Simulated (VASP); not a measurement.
Input of a VASP 6.6.1 run:

File POSCAR:

```
Sn
1.0
   -2.9401404553      2.9401404553      1.5993019889
    2.9401404553     -2.9401404553      1.5993019889
    2.9401404553      2.9401404553     -1.5993019889
Sn
2
Direct
    0.7500000000      0.2500000000      0.5000000000
    0.0000000000      0.0000000000      0.0000000000
```

The input INCAR.step1:

```
SYSTEM = Sn
PREC = Accurate
ENCUT = 520
ISMEAR = 0
SIGMA = 0.1
LREAL = .FALSE.
LASPH = .TRUE.
NELM = 100
NBANDS = 21
GGA = PE
ALGO = Normal
EDIFF = 1E-4
LWAVE = .TRUE.
LCHARG = .FALSE.
```

The input INCAR.step2:

```
SYSTEM = Sn
PREC = Accurate
ENCUT = 520
EDIFF = 1E-6
ISMEAR = 0
SIGMA = 0.1
LREAL = .FALSE.
LASPH = .TRUE.
NELM = 100
ALGO = Normal
ISIF = 2
LWAVE = .FALSE.
LCHARG = .FALSE.
METAGGA = R2SCAN
LMIXTAU = .TRUE.
NBANDS = 21
ISTART = 1
```

Contents of KPOINTS:

```
regular mesh
0
G
  6 6 6
  0 0 0
```

Potentials or basis: VASP PAW PBE potentials, release 64 (Sn_d).

Command:

```sh
$ cat potpaw_PBE.64/Sn_d/POTCAR > POTCAR
$ cp INCAR.step1 INCAR
$ mpirun -np 1 vasp_std > vasp.out
$ cp INCAR.step2 INCAR
$ mpirun -np 1 vasp_std > vasp.out
```

(1) Estimate the band gap on the k mesh.

(2) What does it give for the pressure?

Results:

(1) none (metal or under the smearing width).

(2) -0.2 GPa.

Caveat: the k mesh is coarse (spacing up to 0.37 Å⁻¹), so the values aren't converged; the PAW data sets were made with another functional, which shifts forces and pressure a little.
